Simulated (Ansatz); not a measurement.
## How much does Ta in Cu(111), 2x2 scatter?

How strong a scatterer is Ta in Cu(111), 2x2, and does relaxation matter?

Method: Ansatz plane-wave DFT, PBE, PAW files; ballistic transport by layer matching (Landauer), zero bias; PAW set soft_1, in the first sound run; inputs show where later runs differ, in Ansatz 0.2.0.

This is a report of a sequence of runs, with most program output left out.

## 1. Set-up

The cell holds 44 atoms: 43 Cu and 1 Ta. Cell: a = 5.112 Å, b = 5.112 Å, c = 23.005 Å, α = 86.8°, β = 93.2°, γ = 120.0°. It derives from Cu. Regions: lead, 24 atoms (24 Cu); scattering region, 20 atoms (19 Cu and 1 Ta). The structure is stacked along c, and the current runs across the ab planes.

## 2. Transmission at ideal sites

The defect sits in one plane of the supercell, all atoms on ideal sites; the layers about the cell's end are the lead. The mesh across the current, 12×12, is finer than the density's, because channels open and close sharply across the zone. Energies from -0.1 to 0.1 eV in steps of 0.05 eV are too few for the program's thermal sum, so it prints no conductance; for a metal the transmission near the Fermi level serves, at a fraction of the cost.

Input file input.yaml:

```yaml
crystal:
  lattice:
    - [5.1123254594, 0.0, 0.0]
    - [-2.5561627297, 4.4274037203, 0.0]
    - [-1.2780813649, 0.73790062, 22.9580794202]
  atoms:
    - { symbol: Cu, position: [0.0075757576, 0.9924242424, 0.0454545455] }
    - { symbol: Cu, position: [0.0075757576, 0.4924242424, 0.0454545455] }
    - { symbol: Cu, position: [0.5075757576, 0.9924242424, 0.0454545455] }
    - { symbol: Cu, position: [0.5075757576, 0.4924242424, 0.0454545455] }
    - { symbol: Cu, position: [0.1893939394, 0.3106060606, 0.1363636364] }
    - { symbol: Cu, position: [0.1893939394, 0.8106060606, 0.1363636364] }
    - { symbol: Cu, position: [0.6893939394, 0.3106060606, 0.1363636364] }
    - { symbol: Cu, position: [0.6893939394, 0.8106060606, 0.1363636364] }
[... 32 atom lines left out ...]
    - { symbol: Cu, position: [0.3257575758, 0.1742424242, 0.9545454545] }
    - { symbol: Cu, position: [0.3257575758, 0.6742424242, 0.9545454545] }
    - { symbol: Cu, position: [0.8257575758, 0.1742424242, 0.9545454545] }
    - { symbol: Cu, position: [0.8257575758, 0.6742424242, 0.9545454545] }
kpoints:
  mp_grid: { grid: [5, 5, 1] }
hamiltonian:
  xc: pbe
  pseudopotentials: { kind: paw, azcp: { folder: soft_1 } }
scf:
  occupations: { method: fermi_dirac, width: 0.1 }
output:
  transmission: { leads: [[0, 4]], kmesh: [12, 12], e_range: [-0.1, 0.1], de: 0.05 }
  write_potential: true
  write_density: true
  volumetric_format: npy
  elf: true
```

Launch:

```
$ ansatz run input.yaml --threads 4 --pin off --max-ram 15360MiB --backend cpu --events-out ev --progress --plain --runs-dir out
```

Wall time 5.9 min (4 threads of Arm Neoverse V1, shared host); peak memory 5.1 GiB.

Numbers from this step:

```yaml
free_energy: -294814.4595 eV
energy_at_zero_smearing: -294814.1661 eV
fermi_energy: 16.72 eV
cell_area: 22.63 Å²
transmission_per_spin_nearest_the_fermi_level: 1.210
open_channels_per_spin_nearest_the_fermi_level: 3.146
step_of_the_lead_s_potential: 3.5 meV
```

Per spin. Transmission, zone mean against energy, zero at the Fermi level:

```csv
energy (eV),"transmission, zone mean"
-0.1000,1.20
-0.0500,1.19
0.0000,1.21
0.0500,1.24
0.1000,1.26
```

Per spin. The open channels, zone mean, lead stays at 3.15 for energy from -0.1 to 0.1 eV.

Transmission over k1 and k2. At 0.0000 eV from the Fermi level.

Values, 12 rows by 12 columns:
```
0.45 1.60 0.51 1.15 1.15 0.51 1.60 0.44 1.08 0.76 0.76 1.09
1.13 0.51 1.63 0.84 1.35 0.84 1.63 0.51 1.13 0.75 0.67 0.76
0.86 1.15 0.84 1.92 1.88 1.88 1.92 0.84 1.15 0.86 0.75 0.76
1.13 1.15 1.35 1.88 2.08 1.98 2.08 1.88 1.36 1.15 1.13 1.08
0.44 0.51 0.84 1.88 1.98 1.88 1.88 1.98 1.88 0.84 0.51 0.44
1.66 1.60 1.63 1.92 2.08 1.88 1.05 1.88 2.08 1.92 1.63 1.60
0.44 0.44 0.51 0.84 1.88 1.98 1.88 1.88 1.98 1.88 0.84 0.51
1.13 1.08 1.13 1.15 1.36 1.88 2.08 1.98 2.08 1.88 1.35 1.15
0.86 0.76 0.75 0.86 1.15 0.84 1.92 1.88 1.88 1.92 0.84 1.15
1.13 0.76 0.67 0.75 1.13 0.51 1.63 0.84 1.35 0.84 1.63 0.51
0.45 1.09 0.76 0.76 1.08 0.44 1.60 0.51 1.15 1.15 0.51 1.60
1.67 0.45 1.13 0.86 1.13 0.44 1.66 0.44 1.13 0.86 1.13 0.45
```
Columns: k1 (b1) from -0.5 to 0.417; rows upwards: k2 (b2) from -0.5 to 0.417.

Open channels over k1 and k2. At 0.0000 eV from the Fermi level.

Ten even steps from '0' (3.00) to '9' (4.00):
```
090000900000
009000900000
000900900000
000000000000
000000000000
999900000999
000000000000
000000000000
000000900900
000000900090
000000900009
900000900000
```
Columns: k1 (b1) from -0.5 to 0.417; rows upwards: k2 (b2) from -0.5 to 0.417.

ELF in the ca plane at fractional y = 0.083, with atoms of Ta and Cu within 0.2 Å of it. It is the smooth field of the valence electrons, not physical close to the nuclei.

Values, 8 rows by 16 columns, each cell a mean:
```
0.23 0.24 0.21 0.20 0.24 0.23 0.25 0.27 0.23 0.39 0.25 0.26 0.24 0.23 0.19 0.26
0.22 0.24 0.23 0.20 0.22 0.20 0.23 0.23 0.20 0.19 0.23 0.19 0.20 0.16 0.21 0.19
0.22 0.22 0.19 0.20 0.17 0.16 0.19 0.18 0.27 0.25 0.24 0.17 0.19 0.15 0.21 0.18
0.20 0.21 0.20 0.21 0.17 0.17 0.20 0.23 0.37 0.54 0.27 0.22 0.21 0.20 0.19 0.27
0.23 0.24 0.21 0.20 0.24 0.21 0.24 0.32 0.51 0.48 0.32 0.27 0.22 0.23 0.20 0.26
0.22 0.24 0.23 0.21 0.22 0.20 0.22 0.27 0.41 0.52 0.25 0.19 0.19 0.16 0.21 0.19
0.22 0.22 0.18 0.21 0.17 0.16 0.19 0.19 0.27 0.26 0.24 0.17 0.19 0.16 0.21 0.18
0.20 0.20 0.20 0.21 0.17 0.17 0.21 0.20 0.21 0.18 0.23 0.21 0.22 0.20 0.19 0.27
```
Columns run along c (16.0 Å, from fractional 0.11 to 0.80 of the cell), rows up along a (5.1 Å). Atoms in or near the plane, at fractional coordinates: Ta at (0.50, 0.42), Cu at (0.50, 0.92), Cu at (0.77, 0.46), Cu at (0.77, 0.96).

Electrostatic potential energy in the ca plane at fractional y = 0.083, with atoms of Ta and Cu within 0.2 Å of it. With pseudopotentials it is smooth inside the atoms' cores, unlike the true potential.

Ten even steps from '0' (-47 eV) to '9' (19 eV), each cell a mean:
```
99999963258999999999998400169999999999995101
99999830027999999999998400279999999989997435
99999840038999999999999733589988999766899888
99999974479987799988899987899877898634799999
99999998899964479986799988899877899645899878
99999999999963479987899866789988999878998424
99999998789976799999998521368999999999995101
99999963258999999999997300158999999999995101
99999830027999999999997300158999999989997435
99999840038999999999998532479988999766899888
99999974479987789988899866789877898634799999
99999998899964479986799988999877899645899878
99999999999963479987899977899988999878998424
99999998789976799999999731489999999999995101
```
Columns run along c (16.0 Å, from fractional 0.11 to 0.80 of the cell; values clipped at the 3rd and 97th percentile), rows up along a (5.1 Å). Atoms in or near the plane, at fractional coordinates: Ta at (0.50, 0.42), Cu at (0.50, 0.92), Cu at (0.77, 0.46), Cu at (0.77, 0.96).

Valence density in the ca plane at fractional y = 0.083, with atoms of Ta and Cu within 0.2 Å of it. It is the smooth field of the valence electrons, not physical close to the nuclei.

Values in e/Å³, 8 rows by 16 columns, each cell a mean:
```
 0  0  7  5  0  0  0  0  7 25  0  0  0  0  1 13
 0  0  9  6  0  0  0  0  1  3  0  0  0  1  0  1
 0  0  1  0  1  1  0  1  0  0  0  1  0  2  0  1
 0  0  0  0  1  1  0  0  1  2  0  0  0  0  1 14
 0  0  7  5  0  0  0  0  3  4  0  0  0  0  1 13
 0  0  9  6  0  0  0  0  1  2  0  0  0  1  0  1
 0  0  1  0  1  1  0  1  0  0  0  1  0  2  0  1
 0  0  0  0  1  1  0  0  1  3  0  0  0  0  1 14
```
Columns run along c (16.0 Å, from fractional 0.11 to 0.80 of the cell), rows up along a (5.1 Å). Atoms in or near the plane, at fractional coordinates: Ta at (0.50, 0.42), Cu at (0.50, 0.92), Cu at (0.77, 0.46), Cu at (0.77, 0.96).

Over the solved energies the transmission per spin lies between 1.19 and 1.26, out of 3.15 channels of the lead on average (up to 3.15).

## 3. Resistance at ideal sites

This step: Ansatz plane-wave DFT, PBE, PAW files; ballistic transport by layer matching (Landauer), zero bias; area resistance of the defect plane and resistivity an atomic per cent; PAW set soft_1 (Ansatz 0.2.0).

This step gave:

```
area resistance                                                                                 : 1.479 fΩ m²
T over the leads' mean channel count                                                            : 0.3857
resistivity per at.% scaled from this dense plane, with the factor 3/4 for isotropic scattering : 21.26 µΩ cm
```

Averaged over the energies near the Fermi level, 38.6 % of the channels pass, which makes 1.48 fΩ m².

By hand, with T and the leads' channels N averaged over the energies near the Fermi level: RA = A (h/2e²)(1/T − 1/N) = 22.63×10⁻²⁰ m² × 12 906 Ω × (1/1.213 − 1/3.146) = 1.48 fΩ m². Per atomic per cent: RA × A / V_atom × 0.01 × 3/4 = 21.3 µΩ cm, with the host's V_atom = 11.81 Å³.

## 4. Relaxing the neighbours

The neighbours of the defect are let go while the lead's layers stay on their sites, since a lead must repeat to 0.01 Å.

This step: Ansatz plane-wave DFT, PBE, PAW files; relaxation with the lead's layers held; PAW set soft_1 (Ansatz 0.2.0).

input.yaml, as its differences from that of step 2:

```diff
@@ -57,7 +57,6 @@
   occupations: { method: fermi_dirac, width: 0.1 }
-output:
-  transmission: { leads: [[0, 4]], kmesh: [12, 12], e_range: [-0.1, 0.1], de: 0.05 }
-  write_potential: true
-  write_density: true
-  volumetric_format: npy
-  elf: true
+relax:
+  f_tol: 0.03
+  max_steps: 40
+  constraints:
+    - { sites: [0, 1, 2, 3, 4, 5, 6, 7, 8, 9, 10, 11, 32, 33, 34, 35, 36, 37, 38, 39, 40, 41, 42, 43] }
```

It took 4.2 min on 4 threads; peak memory 5.4 GiB.

Step by step:

```
step  energy less that of the first step (eV)  largest force component (eV/Å)
   1                                   0.0000                          0.4859
   2                                  -0.0923                          0.2371
   3                                  -0.1240                          0.0407
   4                                  -0.1245                          0.0099
```

Forces are held to the 4 operations that the run works with; a distortion that breaks them can't arise in this run.

The atoms that moved most (Å):

```
atom      dx      dy      dz  length
Cu25  -0.018  -0.007   0.068   0.071
Cu28  -0.003   0.019   0.068   0.071
Cu19   0.018   0.007  -0.068   0.071
Cu18   0.003  -0.019  -0.068   0.071
Cu27   0.013  -0.007   0.068   0.070
Cu17  -0.013   0.007  -0.068   0.070
Cu32  -0.002   0.001   0.061   0.061
Cu14   0.002  -0.001  -0.061   0.061
```

This step gave:

```
free energy             : -294814.5840 eV
energy at zero smearing : -294814.2903 eV
```

The largest force component on a free atom ends at 0.0099 eV/Å, under the tolerance of 0.03, after 4 steps.

## 5. Transmission after relaxation, relaxed yes

The transmission is solved again on the relaxed atoms.

This step: Ansatz plane-wave DFT, PBE, PAW files; ballistic transport by layer matching (Landauer), zero bias; PAW set soft_1 (Ansatz 0.2.0).

Input file input.yaml:

```yaml
crystal:
  lattice:
    - [5.1123254594, 0.0, 0.0]
    - [-2.5561627297, 4.4274037203, 0.0]
    - [-1.2780813649, 0.73790062, 22.9580794202]
  atoms:
    - { symbol: Cu, position: [0.0075757576, 0.9924242424, 0.0454545455] }
    - { symbol: Cu, position: [0.0075757576, 0.4924242424, 0.0454545455] }
    - { symbol: Cu, position: [0.5075757576, 0.9924242424, 0.0454545455] }
    - { symbol: Cu, position: [0.5075757576, 0.4924242424, 0.0454545455] }
    - { symbol: Cu, position: [0.1893939394, 0.3106060606, 0.1363636364] }
    - { symbol: Cu, position: [0.1893939394, 0.8106060606, 0.1363636364] }
    - { symbol: Cu, position: [0.6893939394, 0.3106060606, 0.1363636364] }
    - { symbol: Cu, position: [0.6893939394, 0.8106060606, 0.1363636364] }
[... 32 atom lines left out ...]
    - { symbol: Cu, position: [0.3257575758, 0.1742424242, 0.9545454545] }
    - { symbol: Cu, position: [0.3257575758, 0.6742424242, 0.9545454545] }
    - { symbol: Cu, position: [0.8257575758, 0.1742424242, 0.9545454545] }
    - { symbol: Cu, position: [0.8257575758, 0.6742424242, 0.9545454545] }
kpoints:
  mp_grid: { grid: [5, 5, 1] }
hamiltonian:
  xc: pbe
  pseudopotentials: { kind: paw, azcp: { folder: soft_1 } }
scf:
  occupations: { method: fermi_dirac, width: 0.1 }
output:
  transmission:
    leads: [[0, 4]]
    kmesh: [10, 10]
    e_range: [-0.05, 0.05]
    de: 0.05
  write_potential: true
  write_density: true
  volumetric_format: npy
```

Run time: 4.3 min. Hardware: 4 threads; peak memory 5.1 GiB.

Numbers from this step:

```yaml
transmission_per_spin_nearest_the_fermi_level: 1.241
open_channels_per_spin_nearest_the_fermi_level: 3.21
step_of_the_lead_s_potential: 4.4 meV
```

Per spin. Table of transmission, zone mean by energy, zero at the Fermi level:

```
energy (eV)  transmission, zone mean
    -0.0500                     1.27
     0.0000                     1.24
     0.0500                     1.27
```

Transmission over k1 and k2. At 0.0000 eV from the Fermi level.

Ten even steps from '0' (0.55) to '9' (2.28):
```
0503050323
3062260322
3329892333
0028888200
6569838965
0002888820
3333298923
3223062260
0323050305
6033060330
```
Columns: k1 (b1) from -0.5 to 0.4; rows upwards: k2 (b2) from -0.5 to 0.4.

Over the solved energies the transmission per spin lies between 1.24 and 1.27, out of 3.21 channels of the lead on average (up to 3.21).

## 6. Resistance after relaxation

This step: Ansatz plane-wave DFT, PBE, PAW files; ballistic transport by layer matching (Landauer), zero bias; area resistance of the defect plane and resistivity an atomic per cent; PAW set soft_1 (Ansatz 0.2.0).

This step gave:

* area resistance: 1.407 fΩ m²
* T over the leads' mean channel count: 0.3927
* resistivity per at.% scaled from this dense plane, with the factor 3/4 for isotropic scattering: 20.23 µΩ cm

Averaged over the energies near the Fermi level, 39.3 % of the channels pass, which makes 1.41 fΩ m², against 1.48 on ideal sites.

## 7. Outcome

| Property | Result |
| --- | --- |
| share of channels that pass, rigid | 0.386 |
| area resistance, rigid | 1.48 fΩ m² |
| resistivity per at.% from the area resistance, times 3/4, rigid | 21.3 µΩ cm |
| share of channels that pass, relaxed | 0.393 |
| area resistance, relaxed | 1.41 fΩ m² |
| resistivity per at.% from the area resistance, times 3/4, relaxed | 20.2 µΩ cm |

In words: The plane of defects adds 1.4 fΩ m². Scaled to one atomic per cent that is 27 µΩ cm as it stands and 20 with the factor 3/4 for isotropic scattering on a spherical Fermi surface; with the reflection in place of the resistance taken as linear in the density it would be 7.9. These are rough estimates of the dilute value, not bounds. One Ta in each 2x2 cell reflects 61 % of the lead's channels. The relaxed cell differs by -4.9 % in resistance; between the two runs the lead's own channel count goes from 3.15 to 3.21, so sampling may have a part in it. The defects form a dense periodic sheet that scatters coherently, unlike a dilute random alloy. T and N are means over the solved energies nearest the Fermi level. Spin-orbit coupling is left out, which matters for Ta. 1 further run is left out: refused by the program, or repeats without effect or without named leads.

[Logs are printed without paths, hosts, clocks, repeated set-up lines and the standing remarks that a program may print on its own settings, such as how far it seeks lower states.]

[Hosts, paths, dates, database ids (printed as entryN), source tags and the programs' standing remarks are cut or masked in the printed files.]
